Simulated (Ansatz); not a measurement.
## Sr: 20 steps of 2.0 fs from 800 K

These are results of DFT, PBE, all-electron LAPW, scalar-relativistic in Ansatz 0.2.0, not measurements.

Command: `ansatz run input.yaml --threads 2 --pin off --max-ram 4096MiB --backend cpu --events-out ev --progress --plain --runs-dir out` The run took 3.4 min on 2 threads of AMD EPYC 7R43 64-Core Processor (Zen 3) (shared host), peak memory 0.42 GiB.

```yaml
crystal:
  lattice:
    - [8.62, 0.0, 0.0]
    - [-2.155, 3.7325694903, 0.0]
    - [0.0, 0.0, 7.05]
  atoms:
    - { symbol: Sr, position: [0.1666666666, 0.6666666667, 0.25] }
    - { symbol: Sr, position: [0.6666666666, 0.6666666667, 0.25] }
    - { symbol: Sr, position: [0.3333333334, 0.3333333333, 0.75] }
    - { symbol: Sr, position: [0.8333333334, 0.3333333333, 0.75] }
kpoints:
  mp_grid: { grid: [3, 5, 3] }
scf:
  occupations: { method: fermi_dirac, width: 0.08 }
hamiltonian:
  xc: pbe
  pseudopotentials: { kind: all_electron, lapw: { basis_error: 0.001 } }
output:
  forces: true
  stress: true
md:
  timestep: 2.0
  n_steps: 20
  ensemble: nve
  temperature: 800
  initial_velocities: maxwell_boltzmann
  seed: 942660
```

The geometry is COD entry 1540836, unchecked; take it as a test cell.

Each frame lists Cartesian positions (Å) and forces (eV/Å). Free energies count from the first step, -346076.4343 eV.

Step 0 (t = 0.0 fs): E = 0.0 meV, T = 800 K, conserved energy 0.0 meV

```
Sr    0.0000    2.4884    1.7625     0.001   0.003   0.000
Sr    4.3100    2.4884    1.7625     0.001   0.003   0.000
Sr    2.1550    1.2442    5.2875    -0.001  -0.003   0.000
Sr    6.4650    1.2442    5.2875    -0.001  -0.003   0.000
```

Step 1 (t = 2.0 fs): E = +0.3 meV, T = 799 K, conserved energy 0.0 meV

```
Sr    0.0015    2.4881    1.7617     0.000   0.004   0.007
Sr    4.3119    2.4842    1.7539     0.001   0.004   0.016
Sr    2.1565    1.2531    5.2939    -0.011  -0.015  -0.011
Sr    6.4601    1.2397    5.2905     0.010   0.007  -0.012
```

Step 2 (t = 4.0 fs): E = +1.0 meV, T = 797 K, conserved energy 0.0 meV

```
Sr    0.0031    2.4878    1.7609    -0.002   0.005   0.014
Sr    4.3137    2.4801    1.7453     0.001   0.006   0.033
Sr    2.1579    1.2620    5.3003    -0.021  -0.027  -0.023
Sr    6.4553    1.2352    5.2934     0.022   0.016  -0.024
```

Step 3 (t = 6.0 fs): E = +2.2 meV, T = 794 K, conserved energy 0.0 meV

```
Sr    0.0046    2.4876    1.7602    -0.004   0.006   0.021
Sr    4.3156    2.4759    1.7367     0.001   0.007   0.050
Sr    2.1594    1.2709    5.3067    -0.030  -0.040  -0.035
Sr    6.4504    1.2307    5.2964     0.034   0.026  -0.036
```

Step 4 (t = 8.0 fs): E = +4.0 meV, T = 790 K, conserved energy 0.0 meV

```
Sr    0.0062    2.4873    1.7594    -0.006   0.007   0.027
Sr    4.3175    2.4718    1.7282     0.001   0.009   0.067
Sr    2.1608    1.2798    5.3131    -0.040  -0.052  -0.046
Sr    6.4456    1.2262    5.2993     0.045   0.036  -0.048
```

Step 5 (t = 10.0 fs): E = +6.2 meV, T = 784 K, conserved energy 0.0 meV

```
Sr    0.0077    2.4870    1.7587    -0.007   0.008   0.034
Sr    4.3193    2.4677    1.7196     0.001   0.010   0.084
Sr    2.1622    1.2887    5.3194    -0.050  -0.064  -0.058
Sr    6.4407    1.2218    5.3023     0.057   0.045  -0.060
```

Step 6 (t = 12.0 fs): E = +8.9 meV, T = 777 K, conserved energy 0.0 meV

```
Sr    0.0093    2.4868    1.7579    -0.009   0.009   0.040
Sr    4.3212    2.4635    1.7111     0.001   0.012   0.101
Sr    2.1636    1.2975    5.3258    -0.060  -0.076  -0.070
Sr    6.4359    1.2174    5.3052     0.069   0.055  -0.072
```

Step 7 (t = 14.0 fs): E = +12.0 meV, T = 769 K, conserved energy 0.0 meV

```
Sr    0.0108    2.4865    1.7572    -0.011   0.010   0.046
Sr    4.3230    2.4594    1.7027     0.001   0.013   0.119
Sr    2.1650    1.3063    5.3321    -0.070  -0.089  -0.081
Sr    6.4312    1.2129    5.3080     0.081   0.065  -0.084
```

Step 8 (t = 16.0 fs): E = +15.6 meV, T = 760 K, conserved energy 0.0 meV

```
Sr    0.0124    2.4863    1.7565    -0.013   0.011   0.053
Sr    4.3249    2.4553    1.6943     0.001   0.015   0.136
Sr    2.1663    1.3150    5.3383    -0.081  -0.101  -0.093
Sr    6.4264    1.2086    5.3109     0.093   0.075  -0.096
```

Step 9 (t = 18.0 fs): E = +19.8 meV, T = 749 K, conserved energy 0.0 meV

```
Sr    0.0139    2.4860    1.7558    -0.015   0.012   0.059
Sr    4.3268    2.4512    1.6860     0.001   0.017   0.154
Sr    2.1676    1.3238    5.3446    -0.091  -0.113  -0.105
Sr    6.4217    1.2042    5.3137     0.105   0.084  -0.108
```

Step 10 (t = 20.0 fs): E = +24.4 meV, T = 737 K, conserved energy 0.0 meV

```
Sr    0.0154    2.4858    1.7552    -0.017   0.013   0.065
Sr    4.3286    2.4470    1.6777     0.001   0.018   0.172
Sr    2.1689    1.3324    5.3507    -0.101  -0.125  -0.116
Sr    6.4171    1.1999    5.3164     0.116   0.094  -0.120
```

Step 11 (t = 22.0 fs): E = +29.3 meV, T = 725 K, conserved energy 0.0 meV

```
Sr    0.0169    2.4855    1.7546    -0.018   0.014   0.070
Sr    4.3305    2.4429    1.6695     0.001   0.020   0.190
Sr    2.1701    1.3410    5.3569    -0.111  -0.138  -0.128
Sr    6.4125    1.1956    5.3191     0.128   0.104  -0.132
```

Step 12 (t = 24.0 fs): E = +34.7 meV, T = 711 K, conserved energy 0.0 meV

```
Sr    0.0184    2.4853    1.7540    -0.020   0.015   0.076
Sr    4.3324    2.4389    1.6614     0.002   0.022   0.207
Sr    2.1712    1.3496    5.3629    -0.122  -0.150  -0.140
Sr    6.4080    1.1914    5.3217     0.140   0.113  -0.144
```

Step 13 (t = 26.0 fs): E = +40.5 meV, T = 696 K, conserved energy 0.0 meV

```
Sr    0.0199    2.4851    1.7534    -0.022   0.016   0.082
Sr    4.3342    2.4348    1.6534     0.002   0.024   0.225
Sr    2.1724    1.3581    5.3689    -0.132  -0.162  -0.151
Sr    6.4035    1.1872    5.3243     0.152   0.123  -0.155
```

Step 14 (t = 28.0 fs): E = +46.6 meV, T = 680 K, conserved energy 0.0 meV

```
Sr    0.0214    2.4849    1.7529    -0.024   0.016   0.087
Sr    4.3361    2.4307    1.6455     0.003   0.025   0.243
Sr    2.1734    1.3665    5.3749    -0.142  -0.174  -0.163
Sr    6.3991    1.1831    5.3268     0.164   0.133  -0.167
```

Step 15 (t = 30.0 fs): E = +53.1 meV, T = 663 K, conserved energy 0.0 meV

```
Sr    0.0229    2.4847    1.7524    -0.026   0.017   0.092
Sr    4.3380    2.4266    1.6376     0.003   0.027   0.261
Sr    2.1744    1.3748    5.3807    -0.152  -0.186  -0.174
Sr    6.3947    1.1790    5.3292     0.175   0.142  -0.179
```

Step 16 (t = 32.0 fs): E = +60.0 meV, T = 646 K, conserved energy 0.0 meV

```
Sr    0.0243    2.4845    1.7520    -0.028   0.018   0.097
Sr    4.3399    2.4226    1.6299     0.004   0.029   0.279
Sr    2.1753    1.3831    5.3865    -0.163  -0.199  -0.186
Sr    6.3905    1.1750    5.3315     0.187   0.152  -0.190
```

Step 17 (t = 34.0 fs): E = +67.1 meV, T = 627 K, conserved energy 0.0 meV

```
Sr    0.0258    2.4843    1.7516    -0.030   0.018   0.102
Sr    4.3417    2.4186    1.6224     0.005   0.031   0.296
Sr    2.1762    1.3912    5.3922    -0.173  -0.210  -0.197
Sr    6.3863    1.1711    5.3338     0.198   0.161  -0.202
```

Step 18 (t = 36.0 fs): E = +74.6 meV, T = 608 K, conserved energy 0.0 meV

```
Sr    0.0272    2.4841    1.7512    -0.032   0.019   0.107
Sr    4.3436    2.4145    1.6149     0.005   0.033   0.314
Sr    2.1770    1.3993    5.3979    -0.183  -0.222  -0.208
Sr    6.3822    1.1672    5.3360     0.210   0.170  -0.213
```

Step 19 (t = 38.0 fs): E = +82.3 meV, T = 588 K, conserved energy 0.0 meV

```
Sr    0.0287    2.4839    1.7509    -0.034   0.020   0.112
Sr    4.3455    2.4105    1.6076     0.006   0.035   0.331
Sr    2.1777    1.4073    5.4034    -0.193  -0.234  -0.219
Sr    6.3782    1.1634    5.3380     0.221   0.180  -0.224
```

Step 20 (t = 40.0 fs): E = +90.2 meV, T = 568 K, conserved energy 0.0 meV

```
Sr    0.0301    2.4837    1.7507    -0.036   0.020   0.116
Sr    4.3474    2.4065    1.6005     0.007   0.037   0.349
Sr    2.1783    1.4151    5.4088    -0.203  -0.246  -0.230
Sr    6.3743    1.1597    5.3400     0.232   0.189  -0.235
```

Problem. What is the mean temperature over the last 11 frames?

Solution. 659 K; so short a run of so small a cell isn't equilibrated.
